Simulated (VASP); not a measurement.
Here is a VASP 6.6.1 calculation.

INCAR

```
SYSTEM = K
  PREC = Accurate
  ENCUT = 520
  EDIFF = 1E-6
  ISMEAR = 0
  SIGMA = 0.15
  LREAL = .FALSE.
  LASPH = .TRUE.
  NELM = 100
  ALGO = Normal
  ISIF = 2
  LWAVE = .FALSE.
  LCHARG = .TRUE.
  GGA = PE
  IVDW = 12
  LELF = .TRUE.
  LVHAR = .TRUE.
  NBANDS = 10
```

KPOINTS

```
Automatic mesh
0
G
  12 12 12
  0 0 0
```

POSCAR

```
K
1.0
    0.0000000000      3.2901166335      3.2901166335
    3.2901166335      0.0000000000      3.2901166335
    3.2901166335      3.2901166335      0.0000000000
K
1
Direct
    0.0000000000      0.0000000000      0.0000000000
```

Potentials or basis: VASP PAW PBE potentials, release 64 (K_sv).

Launch:

```sh
$ cat potpaw_PBE.64/K_sv/POTCAR > POTCAR
$ mpirun -np 1 vasp_std > vasp.out
```

Question: What does it give for the band gap on the k mesh?

Answer: None (metal or under the smearing width).

Question: Predict the pressure.

Answer: -0.1 GPa.

Question: Predict the dispersion energy per atom.

Answer: -0.117 eV.

Caveat: pairwise dispersion overbinds metals, which lowers pressure and volume.
